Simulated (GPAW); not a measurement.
Crystal: CdO (Monteponite).

```xyz
2
Lattice="0.0000 2.3495 2.3495 2.3495 0.0000 2.3495 2.3495 2.3495 0.0000" Properties=species:S:1:pos:R:3 pbc="T T T"
Cd    0.0000    0.0000    0.0000
O     2.3495    2.3495    2.3495
```

Program: GPAW 26.7.0. Alike in all runs: task band structure; cell as given; k mesh 8 × 8 × 8; cutoff (eV) 800; smearing fermi-dirac 0.05 eV.

Task: Order these runs on this cell by their pressure, lowest first.
A. level LDA; potentials or basis JTH PAW 2.0, LDA, pw; spin off; band points 60; data set Cd jth, O jth
B. level RPBE; potentials or basis the program's PAW data sets (release 1.2.1) made for this functional, pw; spin SOC, no magnetisation; band points 60; spin axis theta (degrees) 90; spin axis phi (degrees) 0
C. level r4SCAN; potentials or basis GPAW PAW data sets (gpaw-data 1.2.1), pw; spin SOC, no magnetisation; band points 80; spin axis theta (degrees) 0; spin axis phi (degrees) 0

Result: A (-6.7 GPa), C (-0.4 GPa), B (10.0 GPa).

Caveats: spin-orbit coupling was added after a scalar SCF, so levels and gaps hold it while energy, forces, pressure and moments don't (some runs); the program truncates these outside data sets (some runs); the PAW data sets were made with another functional, which shifts forces and pressure a little (some runs).

Runs at the PBE level aren't shown here.
